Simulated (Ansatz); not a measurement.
# Ti3Si: a strain scan

The task, for Ti3Si: see how energy and stress answer to the strain pattern (0, 0, 1, 0, 0, 0).

Method: DFT PBEsol, scalar-relativistic, plane waves, PAW, in Ansatz 0.2.0.

1 further run of the same task is left out (set aside as unsound or not needed). Runs told in other sessions of the task aren't counted.

## (1) The structure to begin with

The structure is hexagonal, space group P6_3/mmc (No. 194). Conventional cell: a = 5.584 Å, b = 5.584 Å, c = 4.473 Å, α = 90.00°, β = 90.00°, γ = 120.00°. Ti (site symmetry mm2) is surrounded by 8 Ti at 2.71 to 2.87 Å and 4 Si at 2.73 to 2.79 Å. Around Si (site symmetry -6m2) lie 12 Ti at 2.73 to 2.79 Å.

As a file:

```cif
data_structure
_symmetry_space_group_name_H-M 'P 1'
_symmetry_Int_Tables_number 1
_cell_length_a 5.5838
_cell_length_b 5.5838
_cell_length_c 4.4732
_cell_angle_alpha 90.000
_cell_angle_beta 90.000
_cell_angle_gamma 120.000
_cell_volume 120.78
loop_
_atom_site_label
_atom_site_type_symbol
_atom_site_fract_x
_atom_site_fract_y
_atom_site_fract_z
_atom_site_occupancy
Ti1 Ti 0.34318 0.17159 0.75000 1
Ti2 Ti 0.82841 0.17159 0.75000 1
Ti3 Ti 0.82841 0.65682 0.75000 1
Ti4 Ti 0.65682 0.82841 0.25000 1
Ti5 Ti 0.17159 0.82841 0.25000 1
Ti6 Ti 0.17159 0.34318 0.25000 1
Si1 Si 0.33333 0.66667 0.75000 1
Si2 Si 0.66667 0.33333 0.25000 1
```

It goes back to an entry of the Materials Project, which need not be the stable form.

This cell was relaxed beforehand with the same method: volume 15.10 Å³/atom, gap on the mesh none (metal).

## (2) Zero of energy

Reference values: F = -16090.5525 eV; pressure 0.02 GPa; largest force 0.006 eV/Å; gap on the mesh none (metal). It was computed beforehand with the settings of the runs below.

## (3) Setting up a strain scan

The cell is strained by ε times the Voigt pattern (0, 0, 1, 0, 0, 0) (xx, yy, zz, yz, xz, xy; engineering shear), with fractional coordinates fixed (clamped ions). The stress on the pattern is the sum of the stress components weighted by it, tension positive.

## (4) At ε = -0.1000

input.yaml reads:

```yaml
crystal:
  lattice:
    - [5.5838061708, 0.0, 0.0]
    - [-2.7919030854, 4.8357179938, 0.0]
    - [0.0, 0.0, 4.0258932413]
  atoms:
    - { symbol: Ti, position: [0.3431759318, 0.1715879659, 0.75] }
    - { symbol: Ti, position: [0.8284120341, 0.1715879659, 0.75] }
    - { symbol: Ti, position: [0.8284120341, 0.6568240682, 0.75] }
    - { symbol: Ti, position: [0.6568240682, 0.8284120341, 0.25] }
    - { symbol: Ti, position: [0.1715879659, 0.8284120341, 0.25] }
    - { symbol: Ti, position: [0.1715879659, 0.3431759318, 0.25] }
    - { symbol: Si, position: [0.3333333333, 0.6666666667, 0.75] }
    - { symbol: Si, position: [0.6666666667, 0.3333333333, 0.25] }
basis:
  ecutwfc: 420
kpoints:
  mp_grid: { grid: [12, 12, 10] }
hamiltonian:
  xc: pbesol
scf:
  occupations: { method: gaussian, width: 0.15 }
output:
  forces: true
  stress: true
  eigenvalues: true
```

On the command line:

```sh
$ ansatz run input.yaml --threads 2 --pin off --max-ram 5120MiB --backend cpu --events-out ev --progress --plain --runs-dir out
```

## (5) At ε = 0.0750

Edit input.yaml of step 4 so:

```diff
@@ -4,3 +4,3 @@
     - [-2.7919030854, 4.8357179938, 0.0]
-    - [0.0, 0.0, 4.0258932413]
+    - [0.0, 0.0, 4.808705816]
   atoms:
```

## (6) Point ε = -0.0500

Edit input.yaml of step 5 so:

```diff
@@ -4,3 +4,3 @@
     - [-2.7919030854, 4.8357179938, 0.0]
-    - [0.0, 0.0, 4.808705816]
+    - [0.0, 0.0, 4.249553977]
   atoms:
@@ -26 +26,5 @@
   eigenvalues: true
+  write_density: true
+  write_potential: true
+  elf: true
+  volumetric_format: npy
```

## (7) At ε = 0.0250

Edit input.yaml of step 6 so:

```diff
@@ -4,3 +4,3 @@
     - [-2.7919030854, 4.8357179938, 0.0]
-    - [0.0, 0.0, 4.249553977]
+    - [0.0, 0.0, 4.5850450804]
   atoms:
@@ -26,5 +26 @@
   eigenvalues: true
-  write_density: true
-  write_potential: true
-  elf: true
-  volumetric_format: npy
```

## (8) Point ε = 0.1000

Edit input.yaml of step 7 so:

```diff
@@ -4,3 +4,3 @@
     - [-2.7919030854, 4.8357179938, 0.0]
-    - [0.0, 0.0, 4.5850450804]
+    - [0.0, 0.0, 4.9205361839]
   atoms:
```

## (9) ε = -0.0750

Edit input.yaml of step 8 so:

```diff
@@ -4,3 +4,3 @@
     - [-2.7919030854, 4.8357179938, 0.0]
-    - [0.0, 0.0, 4.9205361839]
+    - [0.0, 0.0, 4.1377236092]
   atoms:
```

## (10) ε = 0.0500

Edit input.yaml of step 9 so:

```diff
@@ -4,3 +4,3 @@
     - [-2.7919030854, 4.8357179938, 0.0]
-    - [0.0, 0.0, 4.1377236092]
+    - [0.0, 0.0, 4.6968754482]
   atoms:
```

## (11) Point ε = -0.0250

Edit input.yaml of step 10 so:

```diff
@@ -4,3 +4,3 @@
     - [-2.7919030854, 4.8357179938, 0.0]
-    - [0.0, 0.0, 4.6968754482]
+    - [0.0, 0.0, 4.3613843448]
   atoms:
@@ -26 +26,5 @@
   eigenvalues: true
+  write_density: true
+  write_potential: true
+  elf: true
+  volumetric_format: npy
```

(Steps that only read results are left out.)

Q: Predict the outcome of this session. Wanted: slope of the stress at ε = 0, over ±0.0250.

As calculated:

| quantity | value |
| --- | --- |
| slope of the stress at ε = 0, over ±0.0250 | 268 GPa |

From the stress slope, C33 is about 268 GPa with the ions clamped; letting the atoms relax could not make it stiffer. No sampled point lies below the undisturbed cell. Compression costs more than tension: 150.6 against 101.5 meV/atom at the ends.
